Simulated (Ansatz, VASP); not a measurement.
**NaI in VASP and in Ansatz**

The input INCAR:

```
SYSTEM = NaI
ALGO     = Normal         ! electronic algorithm
EDIFF    = 1E-6           ! SCF threshold, eV
ENCUT    = 520            ! plane-wave cutoff, eV
GGA      = RP             ! functional
ISIF     = 2              ! what is computed and relaxed
ISMEAR   = -1             ! smearing method
LASPH    = .TRUE.         ! aspherical terms in the spheres
LCHARG   = .FALSE.        ! write CHGCAR
LREAL    = .FALSE.        ! projectors in reciprocal space
LWAVE    = .FALSE.        ! write WAVECAR
NBANDS   = 14             ! bands
NELM     = 60             ! most SCF steps
PREC     = Accurate       ! precision mode
SIGMA    = 0.05           ! smearing width, eV
```

KPOINTS

```
k-points
0
G
  4 4 4
  0 0 0
```

The input POSCAR:

```
NaI
1.0
    0.0000000000      3.2364000000      3.2364000000
    3.2364000000      0.0000000000      3.2364000000
    3.2364000000      3.2364000000      0.0000000000
I Na
1 1
Direct
    0.5000000000      0.5000000000      0.5000000000
    0.0000000000      0.0000000000      0.0000000000
```

The input input.yaml:

```yaml
crystal:
  lattice:
    - [0.0, 3.2364, 3.2364]
    - [3.2364, 0.0, 3.2364]
    - [3.2364, 3.2364, 0.0]
  atoms:
    - { symbol: I, position: [0.5, 0.5, 0.5] }
    - { symbol: Na, position: [0.0, 0.0, 0.0] }
hamiltonian:
  xc: rpbe
  pseudopotentials: { kind: paw }
kpoints:
  mp_grid: { grid: [4, 4, 4] }
  band_path:
    path:
      - [[0.0, 0.0, 0.0], [0.5, 0.0, 0.5], [0.5, 0.25, 0.75], [0.375, 0.375, 0.75], [0.0, 0.0, 0.0], [0.5, 0.5, 0.5], [0.625, 0.25, 0.625], [0.5, 0.25, 0.75], [0.5, 0.5, 0.5], [0.375, 0.375, 0.75]]
      - [[0.625, 0.25, 0.625], [0.5, 0.0, 0.5]]
    npoints: 14
scf:
  occupations: { method: fermi_dirac, width: 0.05 }
  n_extra_bands: 6
output:
  forces: true
  stress: true
  eigenvalues: true
  fatbands: false
```

Alike in both runs: functional RPBE; k mesh 4 × 4 × 4; occupations fermi-dirac, width 0.05 eV; no spin polarisation.

|  | VASP | Ansatz |
| --- | --- | --- |
| version | VASP 6.6.1 | Ansatz 0.2.0 |
| potentials or method | VASP PAW PBE potentials, release 64 (I, Na_pv) | Ansatz PAW |
| plane-wave cutoff (eV) | 520 | 420 |
| valence electrons in the cell | 14 | 26 |
| task | single point | band structure |

|  | VASP | Ansatz | Ansatz less VASP |
| --- | --- | --- | --- |
| gap on the k mesh at the Fermi level (eV) | 3.90 | 3.90 | +0.002 |
| least direct gap on the mesh (eV) | 3.90 | 3.90 | +0.002 |
| pressure (GPa) | 1.7 | 1.7 | -0.01 |

The two sets of potentials don't hold the same shells in valence.

Caveats: the k mesh is coarse (spacing up to 0.42 Å⁻¹), so the values aren't converged; spin-orbit coupling is left out, which moves the levels of the heavy elements; the PAW data sets were made with another functional, which shifts forces and pressure a little (VASP); the PAW data sets come from PBE, with cores solved anew for the run's functional, which leaves a small shift of forces and pressure (Ansatz). Expect the measured gap to be larger: semilocal functionals such as RPBE lack the derivative discontinuity.
